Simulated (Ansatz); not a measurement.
## Debugging a many-body input for MgO (Periclase)

A first try at the G0W0 gap of MgO (Periclase), what the program said, and an input that works.

Method: G0W0 on PBE, plane waves, PAW, in Ansatz 0.2.0.

The database entry behind the starting cell differs from later determinations by our own check (about 0.1 % long), so it need not match the best structure at ambient conditions.

## (1) Set-up

It takes space group Fm-3m (No. 225, cubic). The conventional cell has a = 4.217 Å, b = 4.217 Å, c = 4.217 Å, α = 90.00°, β = 90.00°, γ = 90.00°. Nearest to Mg lie 6 O at 2.11 Å. O has 6 Mg at 2.11 Å nearest. Farther neighbours and most contacts between anions are not listed.

The cell and positions come from the Crystallography Open Database and are kept as given unless a step says otherwise. The default PAW set here is soft_2. Its files were made with PBE.

## (2) First try

Input file input.yaml:

```yaml
crystal:
  lattice:
    - [0.0, 2.1085, 2.1085]
    - [2.1085, 0.0, 2.1085]
    - [2.1085, 2.1085, 0.0]
  atoms:
    - { symbol: Mg, position: [0.0, 0.0, 0.0] }
    - { symbol: O, position: [0.5, 0.5, 0.5] }
kpoints:
  mp_grid: { grid: [6, 6, 6] }
hamiltonian:
  xc: pbe
scf:
  occupations: { method: fixed }
gw:
  n_empty_bands: 30
  ecut_chi: 10
  qp_bands: [v2, c2]
  qp_kpoints: band_edges
  screening: { model: contour_deformation }
```

Command:

```
ansatz run input.yaml --threads 3 --pin off --max-ram 92160MiB --backend cuda --events-out ev --progress --plain --runs-dir out --devices 1 --max-vram 13GiB  # rebuilt from the run's record
```

Numbers of over 12 decimals in the logs are rounded to 6 here.

The log of the run:

```text
GPUs: using 1 of 1 available (devices: 1).
Engine: ansatz 0.2.0, x86_64-unknown-linux-gnu
Pseudopotentials: kind: paw
Pseudopotential: Mg, paw, valence charge 10, recommended cutoff 420 eV (normal), Mg.paw.azcp
Pseudopotential: O, paw, valence charge 6, recommended cutoff 420 eV (normal), O.paw.azcp
Functional definition: PBE
  parameter kappa = 0.804
  parameter beta = 0.066725
  exchange = pbe_x(kappa = kappa, mu = beta*pi^2/3)
  correlation = pbe_c(beta = beta)
device memory: the entry about to start is reckoned to put 0.4 GiB on a device that reports 42.8 GiB free (of which the cap on the GPU budget leaves the run 13.0 GiB)
GPU FFT provider: cuFFT
GPU libraries: cuBLAS 13.8.2, cuFFT 12.4.0, cuSOLVER 12.3.4
Crystal: 2 atoms, lattice volume = 18.748 Å³
Basis set: ecut = 420 eV, 339 PW (Γ)
Bands: 12, of which v1, the nominal top of the filled ones, is band 8 counted from 1 (7 counted from 0)
Symmetry: 48 space group operations
Space group: Fm-3m (ITA 225), of the structure as read, at distance tolerance 2.7e-5 Å
k-points: 16 of 216
Non-local potential: Mg, projectors of the file, l = 0: 3, l = 1: 2, l = 2: 1
Non-local potential: O, projectors of the file, l = 0: 2, l = 1: 2, l = 2: 1
PAW form: soft (Blöchl's): semilocal exchange-correlation on the pseudo side does not see the compensation charge
PAW one-centre angular grid: Mg, 110 points (default); XC on 64 Gauss nodes
PAW one-centre angular grid: O, 110 points (default); XC on 64 Gauss nodes
Initial density: superposition of atomic densities (neutral atoms: chi_scale 0, normalization atom), corrected by the library's trained network
Initial wavefunctions: pseudopotential atomic-orbital guess
GPU buffer pool allocated for 8000 grid points (all kernels)
GPU transforms: local potential and band sums: pruned to the plane-wave sphere, on 20×20×20
Functional: x = pbe(κ = 0.804, μ = 0.219515), c = pbe(β = 0.066725)
SCF iter   1: F=—  HF=-2494.132036 eV  |F-HF|=—  |Δ(HF+E_count)|=         —  Δρ=5.55e-4  dr2=6.30e-6  ethr=1.77e-3  ⟨swp⟩=4.0  Hψ=1041  notcnv=0  defer=11
preconditioner: auto → none  [insulator: Δε(μ)=4.708 eV  Ē_g=18.509 eV  n_scr=8 (ndim 8)  ℏωp=24.3 eV  f_vac=0.000  ε∞_Penn≈2.7]
SCF iter   2: F=—  HF=-2494.132399 eV  |F-HF|=—  |Δ(HF+E_count)|=   3.63e-4  Δρ=3.36e-4  dr2=5.98e-6  ethr=3.94e-8  ⟨swp⟩=3.2  Hψ=557  notcnv=0  defer=29
SCF iter   3: F=—  HF=-2494.132422 eV  |F-HF|=—  |Δ(HF+E_count)|=   2.30e-5  Δρ=1.84e-4  dr2=1.08e-6  ethr=3.74e-8  ⟨swp⟩=2.8  Hψ=307  notcnv=0  defer=30
SCF iter   4: F=—  HF=-2494.132437 eV  |F-HF|=—  |Δ(HF+E_count)|=   1.46e-5  Δρ=6.08e-5  dr2=3.79e-7  ethr=6.77e-9  ⟨swp⟩=2.0  Hψ=308  notcnv=0  defer=30
iter 5 did not close the SCF: its close was put off for the readings that it lacked (scf_convergence_deferred on its scf_iter line)
SCF iter   5: F=-2494.132437 eV  HF=-2494.132437 eV  |F-HF|=2.71e-8  |Δ(HF+E_count)|=   8.16e-7  Δρ=1.80e-5  dr2=2.50e-8  ethr=2.37e-9  ⟨swp⟩=2.0  Hψ=253  notcnv=0  defer=30
SCF iter   6: F=-2494.132437 eV  HF=-2494.132437 eV  |F-HF|=6.32e-11  |Δ(HF+E_count)|=   1.10e-8  Δρ=1.20e-6  dr2=8.55e-11  ethr=1.56e-10  ⟨swp⟩=3.8  Hψ=832  notcnv=0
SCF 1 converged in 6 iterations: F = -2494.132437 eV  dr2 = 8.55e-11
[...]
device memory: the entry about to start is reckoned to put 0.4 GiB on a device that reports 42.7 GiB free (of which the cap on the GPU budget leaves the run 13.0 GiB)
NSCF: frozen V_eff on 16 k-points, pencils in batches of 32, up to order 48
[...]
device memory: the entry about to start is reckoned to put 0.8 GiB on a device that reports 42.8 GiB free (of which the cap on the GPU budget leaves the run 13.0 GiB)
NSCF: frozen V_eff on 16 k-points
G₀W₀ screening: q 1/16
[... further progress lines ...]
device memory: the entry about to start is reckoned to put 0.2 GiB on a device that reports 44.0 GiB free (of which the cap on the GPU budget leaves the run 13.0 GiB)
NSCF: frozen V_eff on 1 k-points
device memory: the entry about to start is reckoned to put 0.2 GiB on a device that reports 44.0 GiB free (of which the cap on the GPU budget leaves the run 13.0 GiB)
NSCF: frozen V_eff on 1 k-points
SCF converged after 6 iterations
Free energy (F): -2494.132437 eV
Harris-Foulkes:  -2494.132437 eV  (|F-HF|=6.32e-11)
Internal energy: -2494.132437 eV  (E = F + TS)
E sigma→0 (E₀):  -2494.132437 eV
Fermi energy:    8.092087 eV
--- Per-component energies (eV) ---
  E_band       = -293.266913
  E_kinetic    = 255.749590
  E_local      = -1604.637787  (includes V_loc(G=0)·N_el)
  E_nonlocal   = 142.808430
  E_hartree    = 555.156348
  E_xc         = -105.259434
  E_vxc        = -134.889586  (∫ρ·V_xc dr)
  E_paw        = -450.095229  (= ΣΔE_a)
  E_vpaw       = -62.612435  (= ΣTr[D̂ρ^β])
  E_aug_tail   = 0.002520  (compensation charges beyond the density's cutoff)
  E_ewald      = -1287.856876
  E_smearing   = -0.000000  (= −TS)
  E_closure    = -0.000000  (closes the sum)
  Σ components = -2494.132437   (vs F -2494.132437, Δ=0.00e0)
--- Band table (eV; the first three rows and the last of 16) ---
  k-point 0: bands = [... 4 lower, -9.1424, 8.0921, 8.0921, 8.0921, 12.8009, 23.8929, 23.8929, 23.8929]
  k-point 1: bands = [... 4 lower, -8.8526, 6.5895, 7.9194, 7.9194, 14.2224, 21.5566, 24.4591, 24.4591]
  k-point 2: bands = [... 4 lower, -8.2037, 4.4427, 7.5973, 7.5973, 15.7494, 20.3929, 24.6654, 24.6654]
  k-point 15: bands = [... 4 lower, -7.5676, 4.5748, 5.8768, 6.4356, 18.6455, 19.4832, 20.5487, 24.5656]
--- G₀W₀: contour deformation, 6 samples at zero and on the imaginary axis and 4 off it, 216 q-points, 30 empty bands' worth ---
  eigenvalues of the whole cell's RPA ε∞ on this k-mesh (on a slab, of 1 + 4πα/V) = 3.2658, 3.2658, 3.2658; static W/v taken at q = 0 is 0.306207
  bands read: the sum over 38 bands ends inside a degenerate multiplet in 3 slots, whose members it reads at an even weight; the widest, k=0: bands 37 to 39 (counted from 1) at 2/3 each
  gw.qp_kpoints: band_edges: 8 of 16 stored k-points solved, in 1 pass; an edge of the gap read off the rows below is read off those points alone
    valence top: of the k-points left out ik 7 came nearest to being solved in a further pass, in band 8 (counted from 1, as in the quasiparticle table): it holds the edge there only if its correction is more favourable than any solved in that band by at least 0.646 eV; those differ by 0.167 eV
    conduction bottom: of the k-points left out ik 5 came nearest to being solved in a further pass, in band 9 (counted from 1, as in the quasiparticle table): it holds the edge there only if its correction is more favourable than any solved in that band by at least 3.475 eV; those differ by 0.544 eV
    ik  band        ε_KS         Σx   Σc(E_QP)       V_xc       Z   E_QP_lin       E_QP  E_QP is
     0     7      8.0921   -26.4287     3.4962   -20.9096  0.8615     6.0353     6.0692  root
     0     8      8.0921   -26.4287     3.4962   -20.9096  0.8615     6.0353     6.0692  root
     0     9     12.8009   -10.0317    -3.1404   -14.7718  0.8740    14.4162    14.4005  root
     0    10     23.8929    -3.6770    -4.0480    -9.5584  0.8526    25.7648    25.7262  root
     1     7      7.9194   -26.2498     3.5398   -20.6620  0.8604     5.8359     5.8714  root
     1     8      7.9194   -26.2498     3.5398   -20.6620  0.8604     5.8359     5.8714  root
     1     9     14.2224   -10.9048    -3.2355   -15.8041  0.8699    15.9049    15.8862  root
     1    10     21.5566    -4.5360    -4.0128   -10.3646  0.8534    23.4051    23.3724  root
     2     7      7.5973   -25.9436     3.6192   -20.2276  0.8583     5.4618     5.5006  root
     2     8      7.5973   -25.9436     3.6192   -20.2276  0.8583     5.4618     5.5006  root
     2     9     15.7494    -8.6522    -3.5006   -13.8918  0.8677    17.5108    17.4883  root
     2    10     20.3929    -8.2768    -4.2205   -14.6612  0.8456    22.6081    22.5568  root
     3     7      7.4457   -25.8105     3.6545   -20.0366  0.8573     5.2860     5.3264  root
     3     8      7.4457   -25.8105     3.6545   -20.0366  0.8573     5.2860     5.3264  root
[...]
9    10     18.1429    -3.7515    -3.5886    -8.8893  0.8699    19.7097    19.6920  root
    12     7      6.7586   -25.4740     3.8020   -19.4822  0.8531     4.5227     4.5688  root
    12     8      6.7586   -25.4740     3.8020   -19.4822  0.8531     4.5227     4.5688  root
    12     9     17.2342    -3.8722    -3.4882    -8.8663  0.8726    18.7557    18.7401  root
    12    10     18.0452    -7.2596    -3.6708   -12.9721  0.8702    20.1189    20.0869  root
```

Elapsed: 4.3 s, on 1 × NVIDIA H100 80GB HBM3 (shared by 6 runs) with 3 threads of AMD EPYC 7R13 (Zen 3), shared host; peak memory 0.97 GiB; 6.1 s of CPU time.

**What went wrong?**

The run ended normally, though the input holds a fault or crude settings.

The fault: screening cutoff of 10 eV. Nearly all local fields and short-range correlation are left out.

It printed a gap of 8.33 eV, which is an artefact of the settings.

## (3) A better input

G0W0 replaces the xc potential by the self-energy, built once from these orbitals. Only a window of levels is corrected, while the sums run over the empty bands that the input names.

input.yaml, as its differences from that of step 2:

```diff
@@ -15,4 +15,4 @@
 gw:
-  n_empty_bands: 30
-  ecut_chi: 10
+  n_empty_bands: 55
+  ecut_chi: 120
   qp_bands: [v2, c2]
```

The log of the run:

```text
GPUs: using 1 of 1 available (devices: 1).
[...]
GPU FFT provider: cuFFT
GPU libraries: cuBLAS 13.8.2, cuFFT 12.4.0, cuSOLVER 12.3.4
Crystal: 2 atoms, lattice volume = 18.748 Å³
Basis set: ecut = 420 eV, 339 PW (Γ)
Bands: 12, of which v1, the nominal top of the filled ones, is band 8 counted from 1 (7 counted from 0)
[... 1 set-up line as in the run before ...]
[...]
k-points: 16 of 216
[...]
GPU buffer pool allocated for 8000 grid points (all kernels)
[...]
SCF iter   1: F=—  HF=-2494.132036 eV  |F-HF|=—  |Δ(HF+E_count)|=         —  Δρ=5.55e-4  dr2=6.30e-6  ethr=1.77e-3  ⟨swp⟩=4.0  Hψ=1041  notcnv=0  defer=11
[...]
SCF iter   6: F=-2494.132437 eV  HF=-2494.132437 eV  |F-HF|=6.32e-11  |Δ(HF+E_count)|=   1.10e-8  Δρ=1.20e-6  dr2=8.55e-11  ethr=1.56e-10  ⟨swp⟩=3.8  Hψ=832  notcnv=0
SCF 1 converged in 6 iterations: F = -2494.132437 eV  dr2 = 8.55e-11
[...]
0     7      8.0921   -26.4287     4.3082   -20.9096  0.7909     6.8676     6.8812  root
     0     8      8.0921   -26.4287     4.3082   -20.9096  0.7909     6.8676     6.8812  root
     0     9     12.8009   -10.0317    -3.6437   -14.7718  0.8470    13.9041    13.8973  root
     0    10     23.8929    -3.6770    -4.8190    -9.5584  0.8354    24.9676    24.9553  root
     1     7      7.9194   -26.2498     4.3413   -20.6620  0.7902     6.6582     6.6729  root
     1     8      7.9194   -26.2498     4.3413   -20.6620  0.7902     6.6582     6.6729  root
     1     9     14.2224   -10.9048    -3.6505   -15.8041  0.8378    15.4809    15.4712  root
     1    10     21.5566    -4.5360    -4.7578   -10.3646  0.8310    22.6394    22.6274  root
[...]
12     7      6.7586   -25.4740     4.5270   -19.4822  0.7862     5.2705     5.2938  root
    12     8      6.7586   -25.4740     4.5270   -19.4822  0.7862     5.2705     5.2938  root
    12     9     17.2342    -3.8722    -4.1717    -8.8663  0.8567    18.0613    18.0567  root
    12    10     18.0452    -7.2596    -4.4345   -12.9721  0.8529    19.3350    19.3232  root
[key lines of the parts left out:]
SCF converged after 6 iterations
Free energy (F): -2494.132437 eV
Fermi energy:    8.092087 eV
```

Elapsed: 8.1 s, on 1 × NVIDIA H100 80GB HBM3 (shared by 6 runs) with 3 threads; peak memory 0.96 GiB.

This step gave:

```
bands summed                                 : 63
RPA ε∞ on this mesh (eigenvalues)            : 3.068, 3.068, 3.068
plane waves in the screening matrix          : 59
q-points in the mesh                         : 216
G0W0 gap on the mesh                         : 7.016 eV
k of the valence top                         : 0, 0, 0
k of the conduction bottom                   : 0, 0, 0
starting gap on the mesh                     : 4.709 eV
Z at the valence top                         : 0.7909
Z at the conduction bottom                   : 0.8470
least direct G0W0 gap on the computed points : 7.016 eV
```

The gap on the mesh goes from 4.71 eV to 7.02 eV, a correction of +2.31 eV. Between the two edge states, bare exchange in place of the xc potential would open the gap by 10.26 eV, and correlation takes back 7.95 eV.

## (4) Results

```json
{
 "first try": "converged after 4.3 s",
 "better run": "G0W0 gap on the mesh 7.02 eV (6×6×6 mesh, 55 empty bands, screening to 120 eV)"
}
```

The second run differs in: empty bands and screening cutoff (eV). Bands and cutoff are finite, so the gap is not at the basis limit. The miss can reach some tenths of an eV and take either sign; the mesh is an error of its own.

[Paths, hosts, dates, memory and timing lines, banners, echoed tables and standing remarks are left out of the program output.]

[Logs are printed without paths, hosts, clocks, repeated set-up lines and the standing remarks that a program may print on its own settings, such as how far it seeks lower states.]

[Runs of the session that timed out or met a known fault of the program may be left out.]

[Cells called generated may have been cut or substituted from an entry of the Crystallography Open Database or the Materials Project.]

[Hosts, paths, dates, database ids (printed as entryN), source tags and the programs' standing remarks are cut or masked in the printed files.]
